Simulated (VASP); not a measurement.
LiCl (strained database structure), PBE single-point calculation: Ansatz's output and VASP's

```
Li Cl
1.0
     4.09660    0.00000    0.00000
    -2.04830    3.54776    0.00000
     0.00000    0.00000    5.83762
Li Cl
2 2
Cartesian
  2.0483 1.1826 5.2125
  0.0000 2.3652 2.2937
  2.0483 1.1826 2.8143
  0.0000 2.3652 5.7331
```

Ansatz printed

```
SCF 1 converged in 6 iterations: F = -2575.731826 eV  dr2 = 1.59e-8
  greatest PAW one-centre occupation: 1.000 electrons in one spin orbital (limit 2), on the Li atom at site 0 (counted from 0), in its partial waves of l = 0
NSCF: frozen V_eff on 6 k-points
SCF converged after 6 iterations
Free energy (F): -2575.731826 eV
Harris-Foulkes:  -2575.731826 eV  (|F-HF|=1.05e-8)
Internal energy: -2575.731826 eV  (E = F + TS)
E sigma→0 (E₀):  -2575.731826 eV
Fermi energy:    2.671335 eV
--- Per-component energies (eV) ---
  E_band       = -240.265859
  E_kinetic    = 366.761916
  E_local      = -809.441468  (includes V_loc(G=0)·N_el)
  E_nonlocal   = -9.440206
  E_hartree    = 252.190156
  E_xc         = -236.763544
  E_vxc        = -272.991035  (∫ρ·V_xc dr)
  E_paw        = -1360.923921  (= ΣΔE_a)
  E_vpaw       = -19.533479  (= ΣTr[D̂ρ^β])
  E_aug_tail   = 0.000215  (compensation charges beyond the density's cutoff)
  E_ewald      = -778.114974
  E_smearing   = -0.000000  (= −TS)
  E_closure    = -0.000000  (closes the sum)
  Σ components = -2575.731826   (vs F -2575.731826, Δ=0.00e0)
--- Forces (eV/Å), atoms counted from 1 ---
  atom   1  Li    -0.00000000    -0.00000000    -0.00341504
  atom   2  Li    -0.00000000     0.00000000    -0.00341504
  atom   3  Cl    -0.00000000     0.00000000     0.00342181
  atom   4  Cl    -0.00000000    -0.00000000     0.00342181
  max |Σ_I F_I| component: 1.35e-5 eV/Å
--- Stress (GPa, compression-positive) ---
       -0.973395      -0.000000       0.000000
        0.000000      -0.973395      -0.000000
        0.000000      -0.000000       0.588080
  P = ⅓ Tr σ = -0.4529 GPa (-4.529 kbar)
--- Band table (eV; the first three rows and the last of 57) ---
  k-point 0: bands = ["-43.4288", "-43.4269", "-13.1084", "-12.6810", "-2.4153", "-1.0154", "-1.0154", "-0.5443", "-0.5443", "-0.1475", "5.4724", "7.7165", "9.0753", "9.0753", "10.1307"]
  k-point 1: bands = ["-43.4285", "-43.4271", "-13.0511", "-12.7495", "-2.1267", "-0.9489", "-0.9489", "-0.6158", "-0.6158", "-0.5465", "5.9365", "7.5757", "9.0341", "9.0341", "9.7510"]
  k-point 2: bands = ["-43.4278", "-43.4278", "-12.9059", "-12.9059", "-1.3865", "-1.3865", "-0.7849", "-0.7849", "-0.7849", "-0.7849", "6.9123", "6.9123", "9.2195", "9.2195", "9.2195"]
  k-point 56: bands = ["-43.4273", "-43.4273", "-12.7800", "-12.7800", "-1.9599", "-1.9599", "-1.7212", "-1.7212", "-0.5239", "-0.5239", "8.1271", "8.1271", "8.5921", "8.5921", "10.8301"]
```

Datasets and cutoffs are each program's own. VASP's cell holds 20 valence electrons and Ansatz's 20. Ansatz's stress includes a Pulay correction; VASP's doesn't.

What does VASP give for the same cell and level of theory?

gap between bands v and c 5.63 eV; least direct gap 5.63 eV; pressure -0.5 GPa.

From OUTCAR

```
k-points           NKPTS =     57   k-points in BZ     NKDIM =     57   number of bands    NBANDS=     18

   NELECT =      20.0000    total number of electrons

   dimension x,y,z NGX =    30 NGY =   30 NGZ =   48
   dimension x,y,z NGXF=    60 NGYF=   60 NGZF=   96

  energy-cutoff  :      520.00
  volume of cell :       84.84
      direct lattice vectors                 reciprocal lattice vectors
     4.096604267  0.000000000  0.000000000     0.244104613  0.140933864  0.000000000
    -2.048302134  3.547763365  0.000000000     0.000000000  0.281867728  0.000000000
     0.000000000  0.000000000  5.837624805     0.000000000  0.000000000  0.171302547

 k-points in reciprocal lattice and weights: KPOINTS created by Atomic Simulation Env
   0.00000000  0.00000000  0.00000000       0.002
   0.08333333 -0.00000000  0.00000000       0.010
   0.16666667  0.00000000  0.00000000       0.010
   0.25000000  0.00000000  0.00000000       0.010
   0.33333333  0.00000000  0.00000000       0.010
   0.41666667  0.00000000  0.00000000       0.010
   0.50000000  0.00000000  0.00000000       0.005
   0.08333333  0.08333333  0.00000000       0.010
   ...

 E-fermi :  -0.6368

 k-point     1 :       0.0000    0.0000    0.0000
  band No.  band energies     occupation
      1     -44.3442      2.00000
      2     -44.3424      2.00000
      3     -14.0026      2.00000
      4     -13.5751      2.00000
      5      -3.3107      2.00000
      6      -1.9106      2.00000
      7      -1.9106      2.00000
      8      -1.4391      2.00000
      9      -1.4391      2.00000
     10      -1.0431      2.00000
     11       4.5830      0.00000
     12       6.8545      0.00000
     13       8.2301      0.00000
     14       8.2301      0.00000
     15       9.3015      0.00000
     16       9.3015      0.00000
     17       9.9979      0.00000
     18      10.4136      0.00000

 k-point     2 :       0.0833   -0.0000    0.0000
  band No.  band energies     occupation
      1     -44.3441      2.00000
      2     -44.3424      2.00000
      3     -13.9897      2.00000
      4     -13.5747      2.00000
      5      -3.2752      2.00000
      6      -1.9833      2.00000
      7      -1.9495      2.00000
      8      -1.5303      2.00000
      9      -1.4454      2.00000
     10      -1.0730      2.00000
     11       4.7387      0.00000
     12       6.9803      0.00000
     13       8.1876      0.00000
     14       8.3559      0.00000
     15       9.1765      0.00000
     16       9.4319      0.00000
     17       9.9237      0.00000
     18      10.4200      0.00000

 k-point     3 :       0.1667    0.0000    0.0000
  band No.  band energies     occupation
      1     -44.3439      2.00000
      2     -44.3423      2.00000
      3     -13.9532      2.00000
      4     -13.5747      2.00000
      5      -3.1722      2.00000
      6      -2.1833      2.00000
      7      -2.0480      2.00000
      8      -1.7516      2.00000
      9      -1.4680      2.00000
     10      -1.1613      2.00000
     11       5.1454      0.00000
     12       7.2629      0.00000
     13       8.1711      0.00000
     14       8.6926      0.00000
     15       8.8147      0.00000
     16       9.6388      0.00000
     17       9.7949      0.00000
     18      10.2344      0.00000

 k-point     4 :       0.2500    0.0000    0.0000
  band No.  band energies     occupation
      1     -44.3437      2.00000
      2     -44.3424      2.00000
      3     -13.8989      2.00000
      4     -13.5783      2.00000
      5      -3.0164      2.00000
      6      -2.4510      2.00000
      7      -2.1694      2.00000
      8      -2.0047      2.00000
      9      -1.5068      2.00000
     10      -1.3031      2.00000
     11       5.6639      0.00000
     12       7.3808      0.00000
     13       8.2891      0.00000
     14       8.5058      0.00000
     15       9.0539      0.00000
     16       9.3816      0.00000
     17      10.1922      0.00000
     18      10.2727      0.00000

 k-point     5 :       0.3333    0.0000    0.0000
  band No.  band energies     occupation
      1     -44.3434      2.00000
      2     -44.3424      2.00000
      3     -13.8366      2.00000
      4     -13.5893      2.00000
      5      -2.8818      2.00000
      6      -2.6496      2.00000
      7      -2.2802      2.00000
      8      -2.2218      2.00000
      9      -1.5508      2.00000
     10      -1.4857      2.00000
     11       6.1291      0.00000
     12       7.2671      0.00000
     13       7.8848      0.00000
     14       8.9782      0.00000
     15       9.1477      0.00000
     16       9.4995      0.00000
     17      10.2687      0.00000
     18      10.8972      0.00000

 ...

  Total       -0.5583994     -0.5583994      0.2596417     -0.0000000      0.0000000      0.0000000
  in kB      -10.5448564    -10.5448564      4.9030929     -0.0000000      0.0000000      0.0000000
  external PRESSURE =      -5.3955400 kB  Pullay stress =       0.0000000 kB

 POSITION                                       TOTAL-FORCE (eV/Angst)
 -----------------------------------------------------------------------------------
      2.04830      1.18259      5.21247         0.000000     -0.000000     -0.003957
      0.00000      2.36518      2.29366        -0.000000      0.000000     -0.003957
      2.04830      1.18259      2.81427         0.000000      0.000000      0.003957
      0.00000      2.36518      5.73308         0.000000     -0.000000      0.003957
 -----------------------------------------------------------------------------------
    total drift:                                0.000000      0.000001     -0.001600

  FREE ENERGIE OF THE ION-ELECTRON SYSTEM (eV)
  ---------------------------------------------------
  free  energy   TOTEN  =       -14.8335263718 eV

  energy  without entropy=      -14.8335263718  energy(sigma->0) =      -14.83352637
```
